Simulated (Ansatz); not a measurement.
Se (P3_121) from a database structure at its r2SCAN+rVV10 geometry, run in Ansatz at 4 levels of theory. Calculated for a static, non-magnetic cell.

The LDA input:
```yaml
crystal:
  lattice:
    - [4.2926573531, 0.0, 0.0]
    - [-2.1463286765, 3.7175503175, 0.0]
    - [0.0, 0.0, 5.0408504863]
  atoms:
    - { symbol: Se, position: [0.2284670354, 0.0, 0.3333333333] }
    - { symbol: Se, position: [0.0, 0.2284670354, 0.6666666667] }
    - { symbol: Se, position: [0.7715329646, 0.7715329646, 0.0] }
kpoints:
  mp_grid: { grid: [12, 12, 6] }
  band_path:
    path:
      - [0.0, 0.0, 0.0]
      - [0.5, 0.0, 0.0]
      - [0.3333333333, 0.3333333333, 0.0]
      - [0.0, 0.0, 0.5]
      - [0.5, 0.0, 0.5]
      - [0.3333333333, 0.3333333333, 0.5]
      - [0.161458, 0.419271, -0.5]
      - [0.35, 0.3, 0.5]
    npoints: 1
hamiltonian:
  xc: lda
scf:
  occupations: { method: fixed }
  n_extra_bands: 4
output:
  forces: true
  stress: true
  eigenvalues: true
```

Main results, then, where recorded, the levels near the gap in eV from the Fermi energy (columns number the bands from 0), one row a point of the path (Γ, M, K, A, L, H, L–H (0.48), L–H (0.90)):
```
Crystal: 3 atoms, lattice volume = 80.443 Å³
Symmetry: 6 space group operations
Space group: P3121 (ITA 152)
```
```
Basis set: ecut = 420 eV, 1547 PW (Γ)
Bands: 28, of which v1, the nominal top of the filled ones, is band 24 counted from 1 (23 counted from 0)
k-points: 100 of 864 (time reversal used)
Free energy (F): -16149.656479 eV
Fermi energy:    6.794015 eV
--- Forces (eV/Å), atoms counted from 1 ---
  atom   1  Se      0.14062      0.00000      0.00000
  atom   2  Se    -0.07031      0.12178      0.00000
  atom   3  Se    -0.07031    -0.12178      0.00000
--- Stress (GPa, compression-positive) ---
       -1.995691       0.000000       0.000000
        0.000000      -1.995691       0.000000
        0.000000       0.000000      -1.649362
  P = ⅓ Tr σ = -1.8802 GPa (-18.802 kbar)
```
```tsv
band_21	band_22	band_23	band_24	band_25	band_26
-1.948	-1.948	-0.374	1.689	1.689	2.123
-3.037	-1.719	-0.996	1.745	2.156	4.080
-2.905	-2.722	-1.777	3.029	3.029	3.688
-1.477	-1.477	-1.181	1.106	1.106	1.125
-1.998	-1.492	-0.022	1.432	2.728	2.789
-1.074	-0.148	-0.148	0.728	2.587	2.587
-1.260	-1.240	0.000	1.207	2.646	2.701
-1.081	-0.267	-0.088	0.768	2.575	2.605
```

The LDA gap is indirect, 0.73 eV (L–H (0.50 of the way from L) to H), below the direct gap of 0.86 eV at L–H (0.90 of the way from L).

PBE+SOC. Against the first input these blocks differ (the band path and keys that only write files left aside):
```yaml
hamiltonian:
  xc: pbe
scf:
  occupations: { method: fermi_dirac, width: 0.02 }
  n_extra_bands: 8
magnetization:
  noncollinear: true
  spin_orbit: true
```

```
Basis set: ecut = 420 eV, 1547 PW (Γ)
Bands: 56, of which v1, the nominal top of the filled ones, is band 48 counted from 1 (47 counted from 0)
k-points: 100 of 864 (time reversal used)
Free energy (F): -16407.708642 eV
Fermi energy:    7.524520 eV
--- Forces (eV/Å), atoms counted from 1 ---
  atom   1  Se      0.31665      0.00000      0.00000
  atom   2  Se    -0.15833      0.27423      0.00000
  atom   3  Se    -0.15833    -0.27423      0.00000
--- Stress (GPa, compression-positive) ---
        2.050857       0.000000       0.000000
        0.000000       2.050857       0.000000
        0.000000       0.000000       2.892510
  P = ⅓ Tr σ = 2.3314 GPa (23.314 kbar)
```
```tsv
band_42	band_43	band_44	band_45	band_46	band_47	band_48	band_49	band_50	band_51	band_52	band_53
-2.404	-2.404	-2.387	-2.387	-0.837	-0.837	1.261	1.261	1.396	1.396	1.779	1.779
-3.439	-3.439	-2.159	-2.159	-1.439	-1.439	1.405	1.405	1.806	1.806	3.697	3.697
-3.346	-3.239	-3.143	-3.143	-2.196	-2.196	2.599	2.630	2.699	2.699	3.300	3.300
-1.932	-1.932	-1.876	-1.876	-1.641	-1.641	0.703	0.703	0.750	0.750	0.875	0.875
-2.416	-2.416	-1.922	-1.922	-0.439	-0.439	1.057	1.057	2.299	2.299	2.472	2.472
-1.546	-1.546	-0.680	-0.680	-0.500	-0.469	0.392	0.392	2.154	2.174	2.272	2.272
-1.788	-1.742	-1.614	-1.605	-0.422	-0.417	0.831	0.846	2.221	2.242	2.373	2.375
-1.557	-1.548	-0.743	-0.738	-0.490	-0.467	0.424	0.431	2.156	2.175	2.277	2.278
```

PBE+SOC gives an indirect gap of 0.81 eV, from L–H (0.48 of the way from L) to H; the least direct gap is 0.86 eV at H. The mean pressure at these positions is +2.33 GPa, compression counted positive.

r2SCAN. Against the first input these blocks differ (the band path and keys that only write files left aside):
```yaml
hamiltonian:
  xc: r2scan
```

```
Basis set: ecut = 500 eV, 2053 PW (Γ)
Bands: 28, of which v1, the nominal top of the filled ones, is band 24 counted from 1 (23 counted from 0)
k-points: 100 of 864 (time reversal used)
Free energy (F): -16434.358008 eV
Fermi energy:    6.831982 eV
--- Forces (eV/Å), atoms counted from 1 ---
  atom   1  Se    -0.04314      0.00000      0.00000
  atom   2  Se      0.02157    -0.03736      0.00000
  atom   3  Se      0.02157      0.03736      0.00000
--- Stress (GPa, compression-positive) ---
        0.908627       0.000000       0.000000
        0.000000       0.908627       0.000000
        0.000000       0.000000       0.693206
  P = ⅓ Tr σ = 0.8368 GPa (8.368 kbar)
```
```tsv
band_21	band_22	band_23	band_24	band_25	band_26
-2.068	-2.068	-0.455	1.999	1.999	2.417
-3.085	-1.800	-1.069	2.079	2.489	4.403
-2.964	-2.791	-1.838	3.329	3.329	3.991
-1.531	-1.531	-1.301	1.344	1.469	1.469
-2.011	-1.553	-0.009	1.709	3.014	3.082
-1.165	-0.176	-0.176	1.065	2.897	2.897
-1.339	-1.242	0.001	1.488	2.943	3.002
-1.172	-0.291	-0.111	1.095	2.886	2.914
```

The r2SCAN gap is indirect, 1.06 eV (L–H (0.48 of the way from L) to H), below the direct gap of 1.21 eV at L–H (0.90 of the way from L). With the atoms held, the mean pressure is +0.84 GPa (compression positive).

Q: Another run on the same cell gave
```
Basis set: ecut = 500 eV, 2053 PW (Γ)
Bands: 28, of which v1, the nominal top of the filled ones, is band 24 counted from 1 (23 counted from 0)
k-points: 24 of 144 (time reversal used)
hybrid outer 1: dexx = +1.234e-3 eV, tail = 6.56e-6 eV
hybrid outer 2: dexx = +1.948e-8 eV, tail = 9.12e-10 eV, Δε = 3.81e-4 eV, ΔF = 2.31e-3 eV/Å
Free energy (F): -16433.398640 eV
Fermi energy:    6.557695 eV
--- Forces (eV/Å), atoms counted from 1 ---
  atom   1  Se    -0.22415      0.00000      0.00000
  atom   2  Se      0.11207    -0.19412      0.00000
  atom   3  Se      0.11207      0.19412      0.00000
--- Stress (GPa, compression-positive) ---
        0.558244       0.000000       0.000000
        0.000000       0.558244       0.000000
        0.000000       0.000000      -0.468373
  P = ⅓ Tr σ = 0.2160 GPa (2.160 kbar)
```
```tsv
band_21	band_22	band_23	band_24	band_25	band_26
-2.203	-2.203	-0.531	2.561	2.561	2.989
-3.226	-1.879	-1.144	2.610	3.040	5.033
-3.103	-2.876	-1.953	3.908	3.908	4.600
-1.639	-1.639	-1.401	1.868	1.982	1.982
-2.109	-1.634	0.000	2.226	3.567	3.664
-1.229	-0.185	-0.185	1.561	3.471	3.471
-1.410	-1.290	0.010	1.988	3.507	3.579
-1.236	-0.303	-0.115	1.590	3.459	3.488
```
Which level of theory and mesh gave it?

A: It is r2SCANh, judged by the exchange loop and the size of the gap (a near hybrid could fit too), on 6×6×4; the blocks that differ from the first input, but for the band path:
```yaml
kpoints:
  mp_grid: { grid: [6, 6, 4] }
hamiltonian:
  xc: r2scanh
```
With r2SCANh the valence top lies at L–H (0.48 of the way from L) and the conduction bottom at H, 1.55 eV higher; the smallest vertical gap, at L–H (0.90 of the way from L), is 1.71 eV. With the atoms held, the mean pressure is +0.2 GPa (compression positive). (The program warns that its thresholds are loose for a hybrid's stress.)

Small level splittings and stresses of the hybrids carry the error of their coarser meshes.

Totals of different functionals, or with and without spin-orbit coupling, can't be compared.

Only the levels marked +SOC include spin-orbit coupling.

The meshes of the hybrids are coarse, so their gaps aren't converged to the digits shown.
